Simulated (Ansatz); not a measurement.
# Fe (Fmmm) in Ansatz: a series of runs

The runs below take Fe through single point, with PBE.

Program: Ansatz 0.2.0. These are calculated values, not measurements. Logs are shortened: lines on timing, memory, paths and dates and some standing lists are left out, and cuts for length are marked.

### Step 1. The structure

It takes space group Fmmm (No. 69, orthorhombic). Conventional cell: a = 2.997 Å, b = 3.883 Å, c = 3.930 Å, α = 90.00°, β = 90.00°, γ = 90.00°. Around Fe (site symmetry mmm) lie 12 Fe at 2.45 to 2.76 Å.

### Step 2. Single point, PBE, collinear spin, ferromagnetic start

Contents of input.yaml:

```yaml
crystal:
  lattice:
    - [0.0, 1.9417396906, 1.9651051623]
    - [1.4984397099, 0.0, 1.9651051623]
    - [1.4984397099, 1.9417396906, 0.0]
  atoms:
    - { symbol: Fe, position: [0.0, 0.0, 0.0], spin: 3.0 }
hamiltonian:
  xc: pbe
  pseudopotentials: { kind: paw }
magnetization:
  spin_polarized: true
kpoints:
  mp_grid: { grid: [13, 13, 13] }
scf:
  occupations: { method: gaussian, width: 0.012 }
output:
  forces: true
  stress: true
  eigenvalues: true
  write_density: true
  write_potential: true
  elf: true
  volumetric_format: npy
```

Potentials or basis: Ansatz PAW.

Started as:

```console
$ ansatz run input.yaml --threads 2 --pin off --max-ram 5632MiB --backend cpu --events-out ev --progress --plain --runs-dir out
```

Standard output:

```text
Warning: RAYON_NUM_THREADS=2 ignored (pool sized by the plan → 2); use --threads N
Engine: ansatz 0.2.0, x86_64-unknown-linux-gnu
Pseudopotentials: kind: paw
Pseudopotential: Fe, paw, valence charge 16, recommended cutoff 420 eV (normal), Fe.paw.azcp
Functional definition: PBE
  parameter kappa = 0.804
  parameter beta = 0.06672455060314922
  exchange = pbe_x(kappa = kappa, mu = beta*pi^2/3)
  correlation = pbe_c(beta = beta)
Crystal: 1 atoms, lattice volume = 11.435 Å³
Basis set: ecut = 420 eV, 221 PW (Γ), exchange–correlation on 40×36×36 points (8 copies of the dense FFT grid, shifted against one another)
Bands: 14, of which v1, the nominal top of the filled ones, is band 8 counted from 1 (7 counted from 0)
Symmetry: 8 space group operations
Space group: Fmmm (ITA 69), of the structure as read, at distance tolerance 2.3e-5 Å
Magnetic group: BNS 69.521 (UNI 619), of the structure as read, at distance tolerance 2.3e-5 Å
k-points: 343 of 2197
Non-local potential: Fe, projectors of the file, l = 0: 3, l = 1: 2, l = 2: 3, l = 3: 1
PAW form: soft (Blöchl's): semilocal exchange-correlation on the pseudo side does not see the compensation charge
PAW one-centre angular grid: Fe, 590 points (default); XC on 64 Gauss nodes
Initial density: superposition of atomic densities (chi_scale 0.1, normalization cell)
Starting moments: Σ|m| = 3 μB on 1 of 1 site
Initial wavefunctions: pseudopotential atomic-orbital guess
Functional: x = pbe(κ = 0.804, μ = 0.2195149727645171), c = pbe(β = 0.06672455060314922)
SCF iter   1: F=—  HF=-4480.618253 eV  |F-HF|=—  |Δ(HF+E_count)|=         —  Δρ=1.40e-1 (↑1.40e-1 ↓4.89e-2)  dr2=1.63e0  dr2_m=5.86e-1  M=2.096 μB ∫|m|=2.128 μB  β_m=0.30  ethr=3.10e-3  ⟨swp⟩=5.3  Hψ=46336  notcnv=0
Mixer restart at iter 1: flushing history
preconditioner: auto → none  [metal: Δε(μ)=0.002 eV  Ē_g=14.388 eV  σ=0.012 eV  W_gap=0.08  n_scr=0 (ndim 8)  ℏωp=31.1 eV  f_vac=0.000  D(μ)=1.64/eV (n_scr^D=18)]
SCF iter   2: F=—  HF=-4479.862479 eV  |F-HF|=—  |Δ(HF+E_count)|=   7.56e-1  Δρ=3.37e-2 (↑2.21e-2 ↓3.37e-2)  dr2=4.55e-2  dr2_m=6.10e-2  M=2.283 μB ∫|m|=2.345 μB  β_m=0.30  ethr=3.10e-3  ⟨swp⟩=3.3  Hψ=23903  notcnv=0  defer=908
SCF iter   3: F=—  HF=-4480.104498 eV  |F-HF|=—  |Δ(HF+E_count)|=   2.42e-1  Δρ=2.32e-2 (↑1.78e-2 ↓2.32e-2)  dr2=3.42e-3  dr2_m=4.18e-2  M=2.252 μB ∫|m|=2.325 μB  β_m=0.54  ethr=2.84e-4  ⟨swp⟩=3.3  Hψ=20132  notcnv=0  defer=926
SCF iter   4: F=—  HF=-4480.421320 eV  |F-HF|=—  |Δ(HF+E_count)|=   3.17e-1  Δρ=1.14e-2 (↑5.29e-3 ↓1.14e-2)  dr2=1.04e-2  dr2_m=5.06e-3  M=2.201 μB ∫|m|=2.303 μB  β_m=0.77  ethr=2.14e-5  ⟨swp⟩=3.0  Hψ=21620  notcnv=0  defer=926
SCF iter   5: F=—  HF=-4480.461450 eV  |F-HF|=—  |Δ(HF+E_count)|=   4.01e-2  Δρ=6.51e-3 (↑6.51e-3 ↓4.84e-3)  dr2=9.43e-3  dr2_m=1.67e-4  M=2.138 μB ∫|m|=2.259 μB  β_m=0.71  ethr=2.14e-5  ⟨swp⟩=3.0  Hψ=23817  notcnv=0  defer=906
SCF iter   6: F=—  HF=-4480.463064 eV  |F-HF|=—  |Δ(HF+E_count)|=   1.61e-3  Δρ=1.93e-3 (↑1.80e-3 ↓1.93e-3)  dr2=1.01e-3  dr2_m=1.71e-5  M=2.156 μB ∫|m|=2.273 μB  β_m=0.79  ethr=2.14e-5  ⟨swp⟩=2.8  Hψ=18363  notcnv=0  defer=920
SCF iter   7: F=—  HF=-4480.463190 eV  |F-HF|=—  |Δ(HF+E_count)|=   1.26e-4  Δρ=6.75e-4 (↑4.50e-4 ↓6.75e-4)  dr2=5.27e-6  dr2_m=3.25e-5  M=2.164 μB ∫|m|=2.281 μB  β_m=0.89  ethr=6.30e-6  ⟨swp⟩=2.5  Hψ=15223  notcnv=0  defer=920
SCF iter   8: F=—  HF=-4480.463194 eV  |F-HF|=—  |Δ(HF+E_count)|=   3.29e-6  Δρ=3.23e-4 (↑3.23e-4 ↓1.85e-4)  dr2=1.50e-6  dr2_m=6.62e-6  M=2.166 μB ∫|m|=2.282 μB  β_m=0.95  ethr=3.29e-8  ⟨swp⟩=2.0  Hψ=15107  notcnv=0  defer=920
SCF iter   9: F=—  HF=-4480.463193 eV  |F-HF|=—  |Δ(HF+E_count)|=   1.04e-6  Δρ=1.15e-4 (↑1.15e-4 ↓5.76e-5)  dr2=3.24e-7  dr2_m=7.54e-7  M=2.166 μB ∫|m|=2.283 μB  β_m=0.93  ethr=9.39e-9  ⟨swp⟩=1.4  Hψ=10420  notcnv=0  defer=920
SCF iter  10: F=—  HF=-4480.463192 eV  |F-HF|=—  |Δ(HF+E_count)|=   1.24e-7  Δρ=1.30e-5 (↑1.14e-5 ↓1.30e-5)  dr2=1.37e-9  dr2_m=1.43e-8  M=2.166 μB ∫|m|=2.283 μB  β_m=0.97  ethr=2.02e-9  ⟨swp⟩=2.0  Hψ=12302  notcnv=0  defer=920
SCF iter  11: F=-4480.463192 eV  HF=-4480.463192 eV  |F-HF|=1.46e-10  |Δ(HF+E_count)|=   1.90e-9  Δρ=4.07e-6 (↑4.07e-6 ↓2.37e-6)  dr2=6.76e-10  dr2_m=9.30e-10  M=2.166 μB ∫|m|=2.283 μB  ethr=8.54e-12  ⟨swp⟩=7.5  Hψ=52396  notcnv=0
SCF 1 converged in 11 iterations: F = -4480.463192 eV  dr2 = 6.76e-10
SCF converged after 11 iterations
Magnetization: 2.1661 μB (9.0831 up, 6.9169 down)
Absolute magnetization: 2.2829 μB (∫|ρ↑−ρ↓|, with the PAW one-centre terms)
Spin contamination: 0.0369 ħ² per cell (⟨S²⟩ above its minimum at these occupations)
Per-site moments (μB) at R_I (Å): [(2.2129448414822788, 1.011733477502028)]
Free energy (F): -4480.463192 eV
Harris-Foulkes:  -4480.463192 eV  (|F-HF|=1.46e-10)
Internal energy: -4480.463107 eV  (E = F + TS)
E sigma→0 (E₀):  -4480.463150 eV
Entropy (-TS):   -0.000085 eV (-0.085 meV/atom)
Fermi energy:    18.422813 eV
--- Per-component energies (eV) ---
  E_band       = -213.810401
  E_kinetic    = 350.344662
  E_local      = -2072.422646  (includes V_loc(G=0)·N_el)
  E_nonlocal   = 218.420209
  E_hartree    = 870.177671
  E_xc         = -117.865941
  E_vxc        = -151.773503  (∫ρ·V_xc dr)
  E_paw        = -1366.233053  (= ΣΔE_a)
  E_vpaw       = -298.736838  (= ΣTr[D̂ρ^β])
  E_aug_tail   = 0.000971  (compensation charges beyond the density's cutoff)
  E_ewald      = -2362.884979
  E_smearing   = -0.000085  (= −TS)
  E_closure    = 0.000000  (closes the sum)
  Σ components = -4480.463192   (vs F -4480.463192, Δ=0.00e0)
--- Forces (eV/Å), atoms counted from 1 ---
  atom   1  Fe     0.00000000     0.00000000    -0.00000000
  max |Σ_I F_I| component: 1.73e-31 eV/Å
--- Stress (GPa, compression-positive) ---
       -6.672616       0.000000       0.000000
        0.000000       1.803551      -0.000000
        0.000000      -0.000000       0.978027
  P = ⅓ Tr σ = -1.2970 GPa (-12.970 kbar)
--- Band table (eV; the first three rows and the last of 686) ---
  k-point 0 ↑: bands = ["-69.6774", "-35.4818", "-35.4755", "-35.4726", "9.8950", "15.9681", "16.0550", "16.3843", "17.0744", "17.4615", "41.6236", "43.1100", "43.3659", "47.6523"]
  k-point 1 ↑: bands = ["-69.6731", "-35.5007", "-35.4849", "-35.4750", "10.1336", "15.9807", "16.0637", "16.4256", "17.0377", "17.4338", "40.7863", "42.3883", "43.1216", "46.8327"]
  k-point 2 ↑: bands = ["-69.6611", "-35.5657", "-35.5044", "-35.4754", "10.8200", "15.9344", "15.9848", "16.7022", "16.9755", "17.3882", "37.9407", "41.3177", "42.8017", "46.0004"]
  k-point 342 ↓: bands = ["-66.9750", "-33.3118", "-33.0731", "-32.9347", "14.8721", "16.2766", "18.7904", "20.2978", "20.6175", "21.5356", "27.4872", "34.7404", "36.8492", "41.9124"]
```

Wall time 5.1 s (2 threads of Intel Xeon Platinum 8488C (Sapphire Rapids), shared host); peak memory 0.42 GiB.

What came out:

```yaml
Free_energy: -4480.4632 eV
Pressure: -1.3 GPa
Band_gap_on_the_k_mesh: none (metal or under the smearing width)
Net_moment: 2.17 μB per cell
Absolute_moment: 2.28 μB per cell
Site_moments: Fe +2.21 μB
```

Levels at points of the mesh, in eV from the Fermi level:
Spin up:
```
           k point  band 6  band 7  band 8  band 9  band 10  band 11  band 12  band 13
(0.00, 0.00, 0.00)   -2.45   -2.37   -2.04   -1.35    -0.96    23.20    24.69    24.94
```
Spin down:
```
           k point  band 5  band 6  band 7  band 8  band 9  band 10
(0.00, 0.00, 0.00)   -8.38   -0.67   -0.51   -0.01    1.28     1.90
```

(Continued in part 2 of 2.)
